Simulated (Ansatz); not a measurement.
**SiC: deformation potentials from a series**

```yaml
crystal:
  lattice:
    - [3.07600, 0.00000, 0.00000]
    - [-1.53800, 2.66389, 0.00000]
    - [0.00000, 0.00000, 5.04800]
  atoms:
    - { symbol: Si, position: [0.33333, 0.66667, 0.00000] }
    - { symbol: Si, position: [0.66667, 0.33333, 0.50000] }
    - { symbol: C, position: [0.33333, 0.66667, 0.38500] }
    - { symbol: C, position: [0.66667, 0.33333, 0.88500] }
```

Atom numbers follow the list: Si1, Si2, C3, C4.

The cell comes from COD entry 9008875, which wasn't checked; take it as a given geometry.

These are results of DFT, PBE, all-electron LAPW, scalar-relativistic (Ansatz 0.2.0), not measurements.

Numerical set-up: a Γ-centred 15×15×8 k mesh, Fermi–Dirac smearing of 0.08 eV, basis error target 1 meV/atom, no spin polarisation.

The strain is applied along the Cartesian axes of the cell as listed (the other components stay zero). Fractional coordinates are held (clamped ions).

Only quantities that a quadratic follows smoothly over the whole series are listed; rougher ones are left out.

```csv
εxx = εyy,direct gap at Γ (eV)
-0.0300,5.824
-0.0200,5.403
0.0000,4.618
0.0100,4.252
0.0200,3.903
0.0300,3.571
```

(1) Fit the series and give the slopes at zero strain.

(2) One run, at εxx = εyy = -0.0100, is withheld. Predict its row.

Answers

(1) Least-squares fits y = p0 + p1 x + p2 x² to the rows give direct gap at Γ (eV): p1 = -37.5, p2 = 88.

(2) The fits give 5.002; the run gave 5.002.
